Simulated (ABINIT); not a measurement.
# KCl (Sylvite) (Fm-3m) in ABINIT: notebook

The runs below take KCl (Sylvite) through single point, with PBEsol, PBE, HSE06.

Program: ABINIT 10.8.3 (patched build). These are calculated values, not measurements. Logs are shortened: lines on timing, memory, paths and dates and some standing lists are left out, and cuts for length are marked. The log counts tension as positive stress, the text compression.

**What was measured.**

A printed reference work, monograph reports, for a bulk crystal of KCl: band gap 8.68 eV.

How close the calculation comes is told below.

## Step 1: The crystal as given

Symmetry: Fm-3m, No. 225, cubic system. The conventional cell has a = 6.293 Å, b = 6.293 Å, c = 6.293 Å, α = 90.00°, β = 90.00°, γ = 90.00°. K (site symmetry m-3m) is surrounded by 6 Cl at 3.15 Å. Around Cl (site symmetry m-3m) lie 6 K at 3.15 Å.

## Step 2: Single point, PBEsol

run.abi reads:

```
pp_dirpath "./"
pseudos "19_K_9_2.2_2.7_pbe_n_v1.0.psp8, 17_Cl_7_1.9_1.9_pbe_n_v1.0.psp8"

acell 3*1.0 Angstrom
rprim
     0.0000000000     3.1464700000     3.1464700000
     3.1464700000     0.0000000000     3.1464700000
     3.1464700000     3.1464700000     0.0000000000
ntypat 2
znucl 19 17
natom 2
typat 1 2
xred
     0.0000000000     0.0000000000     0.0000000000
     0.5000000000     0.5000000000     0.5000000000

ecut 18.0

kptopt 1
ngkpt 6 6 6
nshiftk 1
shiftk 0.0 0.0 0.0

ixc -116133

nband 10
occopt 1

nstep 100
tolvrs 1.0e-10
diemac 6.0

iomode 3
prtwf 0
prteig 0
prtebands 0
prtvol 2
prtden 1
prtvha 1
prtvclmb 1
prtpot 1
prtelf 1
```

Potentials or basis: SPMS NC PBE v1.0.

The run is started by

```console
$ mpirun --bind-to none -np 8 abinit run.abi > log 2>&1
```

run.abo:

```text
.Version 10.8.3 of ABINIT
 Symmetries : space group Fm -3 m (#225); Bravais cF (face-center cubic)
================================================================================
 Values of the parameters that define the memory need of the present run
     intxc =       0    ionmov =       0      iscf =       7    lmnmax =       6
     lnmax =       6     mgfft =      36  mpssoang =       3    mqgrid =    3001
     natom =       2  nloc_mem =       1    nspden =       1   nspinor =       1
    nsppol =       1      nsym =      48    n1xccc =    2501    ntypat =       2
    occopt =       1   xclevel =       2
       mpw =        1544          nfft =       46656          nkpt =          16
================================================================================
================================================================================

--------------------------------------------------------------------------------
------------- Echo of variables that govern the present computation ------------
--------------------------------------------------------------------------------
 -outvars: echo values of preprocessed input variables --------
            acell      1.8897261259E+00  1.8897261259E+00  1.8897261259E+00 Bohr
              amu      3.90983000E+01  3.54527000E+01
           diemac      6.00000000E+00
             ecut      1.80000000E+01 Hartree
              ixc     -116133
         kptrlatt        6    0    0      0    6    0      0    0    6
          kptrlen      5.04531993E+01
            natom           2
            nband          10
            ngfft          36      36      36
             nkpt          16
            nstep         100
             nsym          48
           ntypat           2
        prtebands           0
           prteig           0
           prtelf           1
           prtpot           1
         prtvclmb           1
           prtvha           1
           prtvol           2
            prtwf           0
            rprim      0.0000000000E+00  3.1464700000E+00  3.1464700000E+00
                       3.1464700000E+00  0.0000000000E+00  3.1464700000E+00
                       3.1464700000E+00  3.1464700000E+00  0.0000000000E+00
          spgroup         225
           tolvrs      1.00000000E-10
            typat      1  2
           xangst      0.0000000000E+00  0.0000000000E+00  0.0000000000E+00
                       3.1464700000E+00  3.1464700000E+00  3.1464700000E+00
            xcart      0.0000000000E+00  0.0000000000E+00  0.0000000000E+00
                       5.9459665634E+00  5.9459665634E+00  5.9459665634E+00
             xred      0.0000000000E+00  0.0000000000E+00  0.0000000000E+00
                       5.0000000000E-01  5.0000000000E-01  5.0000000000E-01
            znucl       19.00000   17.00000

================================================================================

 chkinp: Checking input parameters for consistency.

[... 194 lines left out ...]
 kpt#   1, nband= 10, wtk=  0.00463, kpt=  0.0000  0.0000  0.0000 (reduced coord)
  -1.06067   -0.51086   -0.45418   -0.45418   -0.45418   -0.06576   -0.06576   -0.06576
   0.11884    0.23875
 kpt#   2, nband= 10, wtk=  0.03704, kpt=  0.1667  0.0000  0.0000 (reduced coord)
  -1.06057   -0.51268   -0.45427   -0.45427   -0.45189   -0.07773   -0.06901   -0.06901
   0.14247    0.23185
 kpt#   3, nband= 10, wtk=  0.03704, kpt=  0.3333  0.0000  0.0000 (reduced coord)
  -1.06036   -0.51594   -0.45445   -0.45445   -0.44762   -0.09724   -0.07514   -0.07514
   0.18751    0.23383
 kpt#   4, nband= 10, wtk=  0.01852, kpt=  0.5000  0.0000  0.0000 (reduced coord)
  -1.06026   -0.51744   -0.45454   -0.45454   -0.44561   -0.10561   -0.07805   -0.07805
   0.20674    0.24641
 kpt#   5, nband= 10, wtk=  0.02778, kpt=  0.1667  0.1667  0.0000 (reduced coord)
  -1.06053   -0.51247   -0.45471   -0.45471   -0.45157   -0.08136   -0.06839   -0.06839
   0.14751    0.21401
 kpt#   6, nband= 10, wtk=  0.11111, kpt=  0.3333  0.1667  0.0000 (reduced coord)
  -1.06037   -0.51379   -0.45506   -0.45498   -0.45006   -0.09245   -0.07435   -0.07254
[... 16 lines left out ...]
 kpt#  12, nband= 10, wtk=  0.05556, kpt= -0.3333  0.3333  0.0000 (reduced coord)
  -1.06017   -0.51247   -0.45803   -0.45526   -0.45041   -0.09203   -0.08442   -0.07766
   0.21129    0.24848
 kpt#  13, nband= 10, wtk=  0.01389, kpt=  0.5000  0.5000  0.0000 (reduced coord)
  -1.06015   -0.50714   -0.45962   -0.45631   -0.45631   -0.09055   -0.07415   -0.07415
   0.16941    0.23631
 kpt#  14, nband= 10, wtk=  0.11111, kpt=  0.5000  0.3333  0.1667 (reduced coord)
  -1.06024   -0.51296   -0.45652   -0.45552   -0.45040   -0.09428   -0.07766   -0.07714
   0.20590    0.21666
 kpt#  15, nband= 10, wtk=  0.11111, kpt= -0.3333  0.3333  0.1667 (reduced coord)
  -1.06017   -0.51248   -0.45712   -0.45643   -0.45015   -0.09268   -0.08231   -0.07914
   0.22135    0.23074
 kpt#  16, nband= 10, wtk=  0.05556, kpt= -0.3333  0.5000  0.1667 (reduced coord)
  -1.06014   -0.50976   -0.45879   -0.45713   -0.45230   -0.08734   -0.08172   -0.07928
   0.19613    0.25783
 Total charge density [el/Bohr^3]
)     Maximum=    5.1288E-01  at reduced coord.    0.0833    0.9167    0.9722
)Next maximum=    5.1288E-01  at reduced coord.    0.0278    0.9167    0.9722
)     Minimum=    8.9045E-04  at reduced coord.    0.2500    0.2500    0.2500
)Next minimum=    8.9045E-04  at reduced coord.    0.7500    0.7500    0.7500
   Integrated=    1.6000E+01

--- !EnergyTerms
iteration_state     : {dtset: 1, }
comment             : Components of total free energy in Hartree
kinetic             :  1.50472450929925E+01
hartree             :  9.80869139455732E+00
xc                  : -1.06303542691203E+01
Ewald energy        : -3.08334400012199E+01
psp_core            :  1.55576145658586E+00
local_psp           : -3.07369063013567E+01
non_local_psp       : -4.62640568989322E-01
total_energy        : -4.62516431965504E+01
total_energy_eV     : -1.25857132753263E+03
band_energy         : -6.36349669608217E+00
...

 Cartesian components of stress tensor (hartree/bohr^3)
  sigma(1 1)=  1.82030129E-05  sigma(3 2)=  0.00000000E+00
  sigma(2 2)=  1.82030129E-05  sigma(3 1)=  0.00000000E+00
  sigma(3 3)=  1.82030129E-05  sigma(2 1)=  0.00000000E+00

-Cartesian components of stress tensor (GPa)         [Pressure= -5.3555E-01 GPa]
- sigma(1 1)=  5.35551130E-01  sigma(3 2)=  0.00000000E+00
- sigma(2 2)=  5.35551130E-01  sigma(3 1)=  0.00000000E+00
- sigma(3 3)=  5.35551130E-01  sigma(2 1)=  0.00000000E+00

== END DATASET(S) ==============================================================
================================================================================

 -outvars: echo values of variables after computation  --------
            acell      1.8897261259E+00  1.8897261259E+00  1.8897261259E+00 Bohr
           etotal     -4.6251643197E+01
            fcart     -0.0000000000E+00 -0.0000000000E+00 -0.0000000000E+00
                      -0.0000000000E+00 -0.0000000000E+00 -0.0000000000E+00
            rprim      0.0000000000E+00  3.1464700000E+00  3.1464700000E+00
                       3.1464700000E+00  0.0000000000E+00  3.1464700000E+00
                       3.1464700000E+00  3.1464700000E+00  0.0000000000E+00
           strten      1.8203012939E-05  1.8203012939E-05  1.8203012939E-05
                       0.0000000000E+00  0.0000000000E+00  0.0000000000E+00
           xangst      0.0000000000E+00  0.0000000000E+00  0.0000000000E+00
                       3.1464700000E+00  3.1464700000E+00  3.1464700000E+00
             xred      0.0000000000E+00  0.0000000000E+00  0.0000000000E+00
                       5.0000000000E-01  5.0000000000E-01  5.0000000000E-01
 Calculation completed.
```

Wall time 1.9 s (8 MPI ranks of Arm Neoverse V2, shared host); peak memory 0.48 GiB.

What came out:

- Free energy: -1258.5713 eV
- Pressure: -0.5 GPa
- Band gap on the k mesh: 5.02 eV, direct
- Valence electrons inside the program's atomic spheres: K 6.94; Cl 5.10

Levels at points of the mesh, in eV from the valence-band top:
```csv
k point,band 5,band 6,band 7,band 8,band 9,band 10
"(0.00, 0.00, 0.00)",-10.57,0.00,0.00,0.00,5.02,8.29
"(0.50, 0.00, 0.00)",-10.34,-1.08,-0.33,-0.33,7.41,8.49
"(0.50, 0.50, 0.00)",-10.63,-0.67,-0.23,-0.23,6.40,8.22
```

Caveat: the potentials were made for another functional, which shifts forces and pressure.

## Step 3: Single point, PBE

Edit run.abi of step 2 so:

```diff
@@ -23,3 +23,3 @@
 
-ixc -116133
+ixc 11
```

Potentials or basis: SPMS NC PBE v1.0.

The run is started by

```console
$ mpirun --bind-to none -np 8 abinit run.abi > log 2>&1
```

Run time: 1.8 s. Hardware: 8 MPI ranks of Arm Neoverse V2, shared host; peak memory 0.56 GiB.

Results (log left out):

- Free energy: -1262.2076 eV
- Pressure: 0.6 GPa
- Band gap on the k mesh: 5.19 eV, direct
- Valence electrons inside the program's atomic spheres: K 6.95; Cl 5.12

Levels at points of the mesh, in eV from the valence-band top:
| k point | band 5 | band 6 | band 7 | band 8 | band 9 | band 10 |
| --- | --- | --- | --- | --- | --- | --- |
| (0.00, 0.00, 0.00) | -10.66 | 0.00 | 0.00 | 0.00 | 5.19 | 8.36 |
| (0.50, 0.00, 0.00) | -10.42 | -1.05 | -0.33 | -0.33 | 7.58 | 8.60 |
| (0.50, 0.50, 0.00) | -10.72 | -0.66 | -0.22 | -0.22 | 6.53 | 8.34 |

## Step 4: Single point, HSE06

Edit run.abi of step 3 so:

```diff
@@ -23,3 +23,3 @@
 
-ixc 11
+ixc -428
 
@@ -28,5 +28,5 @@
 
-nstep 100
-tolvrs 1.0e-10
+nstep 60
 diemac 6.0
+toldfe 1.0e-7
```

The run is started by

```console
$ mpirun --bind-to none -np 8 abinit run.abi > log 2>&1
```

Wall time 21 min (8 MPI ranks of Arm Neoverse V2, shared host); peak memory 0.96 GiB.

It converged, with:

```yaml
Free_energy: -1262.9336 eV
Pressure: 0.3 GPa
Band_gap_on_the_k_mesh: 6.46 eV, direct
Valence_electrons_inside_the_program's_atomic_spheres: K 6.95; Cl 5.13
```

Levels at points of the mesh, in eV from the valence-band top:
| k point | band 5 | band 6 | band 7 | band 8 | band 9 | band 10 |
| --- | --- | --- | --- | --- | --- | --- |
| (0.00, 0.00, 0.00) | -11.29 | 0.00 | 0.00 | 0.00 | 6.46 | 9.88 |
| (0.50, 0.00, 0.00) | -11.07 | -1.10 | -0.34 | -0.34 | 8.88 | 10.08 |
| (0.50, 0.50, 0.00) | -11.35 | -0.70 | -0.24 | -0.24 | 7.87 | 9.77 |

Caveat: Libxc's HSE differs a little from that of other programs; the potentials were made for another functional, which shifts forces and pressure.

## Step 5: Summary

```tsv
level	most SCF steps	gap on the mesh (eV)	pressure (GPa)
PBEsol	-	5.02	-0.5
PBE	-	5.19	0.6
HSE06	60	6.46	0.3
```

Alike in all rows: task single point; potentials or basis SPMS NC PBE v1.0; no spin polarisation; cell as given; k mesh 6 × 6 × 6; cutoff (eV) 490; smearing fixed.

On the cell as given the gap runs from 5.02 eV (PBEsol) to 6.46 eV (HSE06). The pressure there spans -0.5 GPa (PBEsol) to 0.6 GPa (PBE); a positive pressure means that this level wants a larger cell, a negative one a smaller.

Caveats: the potentials were made for another functional, which shifts forces and pressure (some runs); Libxc's HSE differs a little from that of other programs (some runs).

Total energies depend on the potentials used, so only differences within one code and one set of settings carry meaning.

## Step 6: How close it comes

Step 2. Against the measured gap of KCl, 8.68 eV (a printed reference work, monograph), the calculated 5.02 eV is off by -3.66 eV. The value is that of PBEsol, without temperature or zero-point motion. Semilocal functionals fall short of measured gaps as a rule.

Step 3. Against the measured gap of KCl, 8.68 eV (a printed reference work, monograph), the calculated 5.19 eV is off by -3.49 eV. The value is that of PBE, without temperature or zero-point motion. Semilocal functionals fall short of measured gaps as a rule.

Step 4. Measured gap of KCl: 8.68 eV (a printed reference work, monograph). This calculation gives 6.46 eV (-2.22 eV). The value is that of HSE06, without temperature or zero-point motion.
